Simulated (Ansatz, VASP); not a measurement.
## Two plane-wave programs on SiC

```
CELL_PARAMETERS angstrom
0.00000 2.17839 2.17839
2.17839 0.00000 2.17839
2.17839 2.17839 0.00000
ATOMIC_POSITIONS crystal
Si 0.00000 0.00000 0.00000
C 0.75000 0.75000 0.75000
```

Alike in both runs: task single point; functional PBEsol; k mesh 10 × 10 × 10; occupations gaussian, width 0.05 eV; no spin polarisation.

```csv
,VASP,Ansatz
version,VASP 6.6.1,Ansatz 0.2.0
potentials or method,"VASP PAW PBE potentials, release 64 (Si, C)","scalar-relativistic, plane waves, PAW"
plane-wave cutoff (eV),520,520
valence electrons in the cell,8,8
```

VASP gave:

| Item | Value |
| --- | --- |
| gap on the k mesh at the Fermi level (eV) | 1.23 |
| least direct gap on the mesh (eV) | 4.44 |
| pressure (GPa) | 0.4 |

Task: Estimate Ansatz's values.

Result: gap on the k mesh at the Fermi level (eV): 1.24; least direct gap on the mesh (eV): 4.45; pressure (GPa): 0.0.

The functional is the same, so the differences come from potentials, cutoffs and numerics.

Caveats: the PAW data sets were made with another functional, which shifts forces and pressure a little (VASP). Expect the measured gap to be larger: semilocal functionals such as PBEsol lack the derivative discontinuity. A k mesh can miss the band edges.
